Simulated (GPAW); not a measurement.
# Optical response of ZnSe (Stilleite), part 2 of 2

Aim: the dielectric function of ZnSe (Stilleite), and the optical constants that follow from it.

GPAW 26.7.0; DFT, PBE, plane-wave PAW (GPAW data sets), scalar-relativistic, RPA, optical limit.

So far. Step 2 (Ground state): There is a gap, 1.30 eV on this mesh (points off the mesh can give less), so no carriers' term is needed.

**4. Dielectric function, RPA**

Transitions between filled and empty bands, summed over the zone, give the optical response, so mesh, band count and broadening shape it.

The induced potential is part of this response.

This step: DFT, PBE, plane-wave PAW (GPAW data sets), scalar-relativistic, RPA, optical limit (GPAW 26.7.0).

Input file df.py:

```python
from gpaw.response.df import DielectricFunction

df = DielectricFunction('full.gpw', frequencies={'type': 'nonlinear', 'domega0': 0.03, 'omega2': 8},
                        ecut=50,
                        eta=0.12,
                        nbands=36,
                        txt='df.txt')
for direction in ['x', 'z']:
    df.get_dielectric_function(xc='RPA', direction=direction, filename=f'df_{direction}.csv')
```

Run with:

```console
$ OMP_NUM_THREADS=1 python df.py
```

Numbers of over 12 decimals in the logs are rounded to 6 here.

The program printed:

```text
Using integrator: PointIntegrator
NonLinearFrequencyDescriptor(from 0.000 to 53.489 eV, 474 points)
Nonperiodic BCs:  [False False False]
Using integrator: PointIntegrator
NonLinearFrequencyDescriptor(from 0.000 to 53.489 eV, 474 points)
Nonperiodic BCs:  [False False False]

Calculating chi0 body with:
    Ground state adapter containing:
    Number of spins: 1
    Number of kpoints: 1331
    Number of irreducible kpoints: 56
    Number of completely occupied states: 9
    Number of partially occupied states: 9

    Linear response parametrization:
    q_c: [0.0, 0.0, 0.0]
    Number of frequency points: 474
    Planewave cutoff: 50.0
    Number of bands: 36
    Number of planewaves: 27
    Broadening (eta): 0.12

Integrating chi0 body.

Symmetries of q_c:
    Direct symmetries (Uq -> q): 24
    Indirect symmetries (TUq -> q): 24
In total 48 allowed symmetries.

56 groups of equivalent kpoints. 95.792637% reduction.

Integral kind: spectral function

Calculating chi0 optical extensions with:
    Ground state adapter containing:
    Number of spins: 1
    Number of kpoints: 1331
    Number of irreducible kpoints: 56
    Number of completely occupied states: 9
    Number of partially occupied states: 9

    Linear response parametrization:
    Number of frequency points: 474
    Planewave cutoff: 50.0
    Number of bands: 36
    Number of planewaves: 27
    Broadening (eta): 0.12
Integrating chi0 head and wings.

Symmetries of q_c:
    Direct symmetries (Uq -> q): 24
    Indirect symmetries (TUq -> q): 24
In total 48 allowed symmetries.

56 groups of equivalent kpoints. 95.792637% reduction.

Integral kind: spectral function wings
```

Wall time 13 s (1 thread of Arm Neoverse V1, shared host); peak memory 0.24 GiB.

This step gave:

```
electronic dielectric constant ε∞, mean over x, y and z (by symmetry where fewer were run) : 6.992
```

Some rows of df_x.csv (energy; Re and Im without local fields; Re and Im with them):

```text
0.000000, 7.710922, 0.000000, 6.992302, -0.000000
0.429336, 7.804257, 0.055859, 7.081447, 0.053546
0.878195, 8.184276, 0.186974, 7.448909, 0.183143
1.347938, 7.834279, 1.347660, 7.054309, 1.363450
1.840057, 9.297894, 0.875142, 8.471501, 0.863289
2.356191, 9.038654, 1.381424, 8.099013, 1.358654
2.898142, 9.974181, 2.935362, 8.868438, 2.835402
3.467895, 6.907148, 6.519706, 5.794453, 6.323383
4.067647, 6.288974, 8.835093, 5.280928, 8.343067
4.699832, 9.045161, 7.205638, 7.006528, 6.143592
5.367152, 4.968414, 15.191439, 4.758169, 11.884932
6.072622, -3.603910, 10.721534, -2.527483, 9.649482
6.819608, 1.903629, 6.554370, 1.118804, 4.206642
7.611886, -3.548988, 7.216110, -1.300260, 6.447492
8.453705, -3.105608, 3.841029, -1.918011, 3.848383
9.349861, -1.570727, 2.508266, -1.062692, 2.252098
10.305790, -1.814314, 2.210914, -0.979379, 2.256316
11.327680, -1.106925, 1.304170, -0.741545, 1.374457
12.422601, -0.898408, 0.914702, -0.671188, 1.085126
13.598673, -0.494981, 0.753555, -0.323153, 0.781928
```

The Im ε, E ∥ x or z has structure finer than the step of the table below, so its rows give means over 0.5 eV, whole bins alone (the curve runs from 0 to 14.0 eV). Peaks (eV: height): 2.06: 2.88, 3.38: 7.97, 4.02: 8.63, 5.37: 11.9, 7.55: 6.54.

Sum at mesh points, not converged in k; values under the direct gap are tails of Lorentzian lines. The Im ε, E ∥ x or z by photon energy; means over each step:

```
photon energy (eV)  Im ε, E ∥ x or z
               0.5            0.0688
               1.0             0.431
               1.5             0.834
               2.0              1.72
               2.5              1.85
               3.0              3.04
               3.5              5.70
               4.0              7.08
               4.5              5.49
               5.0              7.51
               5.5              10.7
               6.0              9.39
               6.5              4.62
               7.0              5.44
               7.5              5.86
               8.0              4.32
               8.5              3.69
               9.0              2.84
               9.5              2.36
              10.0              2.02
              10.5              1.99
              11.0              1.52
              11.5              1.34
              12.0              1.45
              12.5              1.08
              13.0             0.954
              13.5             0.814
```

The reflectivity at normal incidence, E ∥ x or z has structure finer than the step of the table below, so its rows give means over 0.5 eV, whole bins alone (the curve runs from 0 to 14.0 eV). Peaks (eV: height): 6.12: 48.7, 7.73: 42.3, 8.52: 41.7, 9.09: 42.4, 9.75: 39.0, 10.81: 39.3, 12.34: 35.5.

Sum at mesh points, not converged in k. Reflectivity at normal incidence, E ∥ x or z against photon energy; means over each step:

photon energy (eV), reflectivity at normal incidence, E ∥ x or z (%) and a bar from the least value:
```
      0.5       20.7 
      1.0       22.1 ##
      1.5       21.6 #
      2.0       23.7 ####
      2.5       24.2 ####
      3.0       27.2 ########
      3.5       28.8 ##########
      4.0       30.8 #############
      4.5       26.4 #######
      5.0       31.2 #############
      5.5       38.8 #######################
      6.0       44.7 ##############################
      6.5       36.2 ###################
      7.0       29.6 ###########
      7.5       36.3 ####################
      8.0       39.8 ########################
      8.5       39.3 #######################
      9.0       40.8 #########################
      9.5       36.4 ####################
     10.0       33.0 ###############
     10.5       34.9 ##################
     11.0       35.8 ###################
     11.5       30.5 ############
     12.0       30.9 #############
     12.5       34.2 #################
     13.0       31.0 #############
     13.5       31.2 #############
```

Sum at mesh points, not converged in k; values under the direct gap are tails of Lorentzian lines. Loss function −Im 1/ε at q → 0, E ∥ x or z against energy loss; read off at these points:

```
energy loss (eV)  loss function −Im 1/ε at q → 0, E ∥ x or z
           0.000                                           0
           0.250                                      5.9e-4
           0.500                                     0.00128
           0.750                                     0.00234
           1.000                                     0.00501
           1.250                                      0.0211
           1.500                                      0.0120
           1.750                                     0.00933
           2.000                                      0.0286
           2.250                                      0.0241
           2.500                                      0.0260
           2.750                                      0.0312
           3.000                                      0.0320
           3.250                                      0.0356
           3.500                                      0.0855
           3.750                                      0.0515
           4.000                                      0.0710
           4.250                                       0.105
           4.500                                      0.0810
           4.750                                      0.0714
           5.000                                      0.0812
           5.250                                      0.0656
           5.500                                      0.0908
           5.750                                      0.0936
           6.000                                      0.0934
           6.250                                       0.130
           6.500                                       0.225
           6.710                                       0.253
           6.750                                       0.249
           7.000                                       0.162
           7.250                                       0.174
           7.500                                       0.161
           7.750                                       0.166
           8.000                                       0.195
           8.250                                       0.233
           8.500                                       0.218
           8.750                                       0.251
           9.000                                       0.255
           9.250                                       0.324
           9.500                                       0.328
           9.750                                       0.343
          10.000                                       0.442
          10.250                                       0.388
          10.500                                       0.415
          10.750                                       0.398
          11.000                                       0.507
          11.250                                       0.547
          11.500                                       0.624
          11.633                                       0.680
          11.750                                       0.639
          12.000                                       0.548
          12.250                                       0.586
          12.500                                       0.699
          12.750                                       0.756
          13.000                                       0.890
          13.250                                       0.814
          13.500                                        1.04
          13.599                                        1.09
          13.750                                        1.03
```

The Im ε, E ∥ x or z has structure finer than the step of the table below, so its rows give means over 0.5 eV, whole bins alone (the curve runs from 0 to 14.0 eV). Peaks (eV: height): without local fields 3.38: 8.33, 4.02: 9.25, 5.37: 15.2, 7.04: 9.09; with local fields 2.06: 2.88, 3.38: 7.97, 4.02: 8.63, 5.37: 11.9, 7.55: 6.54.

Sum at mesh points, not converged in k; values under the direct gap are tails of Lorentzian lines. Im ε, E ∥ x or z against photon energy; means over each step:

```
photon energy (eV)  without local fields  with local fields
               0.5                0.0714             0.0688
               1.0                 0.432              0.431
               1.5                 0.833              0.834
               2.0                  1.72               1.72
               2.5                  1.89               1.85
               3.0                  3.19               3.04
               3.5                  6.01               5.70
               4.0                  7.61               7.08
               4.5                  6.13               5.49
               5.0                  9.38               7.51
               5.5                  13.6               10.7
               6.0                  10.9               9.39
               6.5                  5.81               4.62
               7.0                  7.96               5.44
               7.5                  7.19               5.86
               8.0                  4.78               4.32
               8.5                  3.85               3.69
               9.0                  2.77               2.84
               9.5                  2.46               2.36
              10.0                  2.21               2.02
              10.5                  1.90               1.99
              11.0                  1.42               1.52
              11.5                  1.33               1.34
              12.0                  1.29               1.45
              12.5                 0.920               1.08
              13.0                 0.868              0.954
              13.5                 0.748              0.814
```

Optical constants at common wavelengths, from n + ik = √ε:

```
wavelength (nm)     n      k  R (%)     1/α
           1550  2.71  0.027   21.3  4.6 µm
            532  2.83  0.231   23.1  184 nm
            450  2.95  0.414   25.2   87 nm
            405  3.09  0.455   27.0   71 nm
            365  3.04  1.286   32.4   23 nm
            248  2.79  1.311   30.6   15 nm
            193  1.24  1.780   39.3  8.6 nm
```

Below the direct gap, k and the depth come from the tails of the Lorentzian lines, not from transitions.

Rows near the edge hang on the gap, which this functional as a rule makes too small, and phonon-assisted absorption is left out.

**5. What came out**

| Property | Result |
| --- | --- |
| electronic dielectric constant ε∞, mean over x, y and z (by symmetry where fewer were run) (RPA) | 6.99 |

What this shows: At this level (PBE, RPA) ZnSe has ε∞ = 6.99 and n = 2.71 at 1550 nm. On the mesh the gap is 1.30 eV and the least direct gap 1.30 eV. Local fields change the static value along x from 7.71 to 6.99 (-9 %). Excitons and phonon-assisted transitions are missing; PBE gaps are as a rule too small, which pulls the onset down and ε∞ up. In this version of GPAW the matrix elements of the optical limit are incomplete, which can lower ε − 1 by up to a tenth where first-row anions or d states rule, and shift it by more in d metals. The sum runs over mesh points 0.17 Å⁻¹ apart with no interpolation, so peaks are partly noise of the mesh; over so small a direct gap single mesh points weigh heavily, so ε∞, n and their changes from run to run can be far off.

[Machine, clock and banner lines and Python warnings are left out of the logs.]

[Logs are printed without paths, hosts, clocks, repeated set-up lines and the standing remarks that a program may print on its own settings, such as how far it seeks lower states.]

[Hosts, paths, dates, database ids (printed as entryN), source tags and the programs' standing remarks are cut or masked in the printed files.]
